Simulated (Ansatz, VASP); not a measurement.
**CuH5: VASP beside Ansatz**

The input INCAR:

```
SYSTEM = CuH5
PREC = Accurate
ENCUT = 520
EDIFF = 1E-7
ISMEAR = 0
SIGMA = 0.1
LREAL = .False.
LASPH = .True.
NELM = 60
ALGO = Fast
ISIF = 2
LWAVE = .False.
LCHARG = .False.
GGA = PE
NBANDS = 17
```

KPOINTS

```
Automatic mesh
0
Gamma
  6 6 6
  0 0 0
```

File POSCAR:

```
CuH5
1.0
    0.0000000000      3.0680047100      3.0680047100
    3.0680047100      0.0000000000      3.0680047100
    3.0680047100      3.0680047100      0.0000000000
Cu H
1 5
Direct
    0.0000000000      0.0000000000      0.0000000000
    0.2500000000      0.2500000000      0.2500000000
    0.1250000000      0.6250000000      0.6250000000
    0.6250000000      0.6250000000      0.6250000000
    0.6250000000      0.1250000000      0.6250000000
    0.6250000000      0.6250000000      0.1250000000
```

Input for Ansatz:

```yaml
crystal:
  lattice:
    - [0.0, 3.06800471, 3.06800471]
    - [3.06800471, 0.0, 3.06800471]
    - [3.06800471, 3.06800471, 0.0]
  atoms:
    - { symbol: Cu, position: [0.0, 0.0, 0.0] }
    - { symbol: H, position: [0.25, 0.25, 0.25] }
    - { symbol: H, position: [0.125, 0.625, 0.625] }
    - { symbol: H, position: [0.625, 0.625, 0.625] }
    - { symbol: H, position: [0.625, 0.125, 0.625] }
    - { symbol: H, position: [0.625, 0.625, 0.125] }
basis:
  ecutwfc: 420
kpoints:
  mp_grid: { grid: [6, 6, 6] }
hamiltonian:
  xc: pbe
scf:
  occupations: { method: gaussian, width: 0.1 }
  lower_state_search: "off"
output:
  forces: true
  stress: true
  eigenvalues: true
```

Change from the starting cell: species swapped into the ZrNi5 type (F-43m, No. 216).

Alike in both runs: task single point; functional PBE; k mesh 6 × 6 × 6; occupations gaussian, width 0.1 eV; no spin polarisation.

```csv
,VASP,Ansatz
version,VASP 6.6.1,Ansatz 0.2.0
potentials or method,"VASP PAW PBE potentials, release 64 (Cu, H)","scalar-relativistic, plane waves, PAW"
plane-wave cutoff (eV),520,420
valence electrons in the cell,16,24
```

|  | VASP | Ansatz | Ansatz less VASP |
| --- | --- | --- | --- |
| gap on the k mesh at the Fermi level (eV) | none | none | - |
| pressure (GPa) | -19.4 | -19.3 | +0.08 |
| rms of the force components (eV/Å) | 0.012 | 0.013 | +0.0002 |

A gap of «none» marks a metal or a gap that the smearing closes. The functional is the same, so the differences come from potentials, cutoffs and numerics. The two sets of potentials don't hold the same shells in valence.

Caveats: so large a pressure means that the cell lies far from this level's equilibrium, or that cutoff or potentials fall short (VASP).
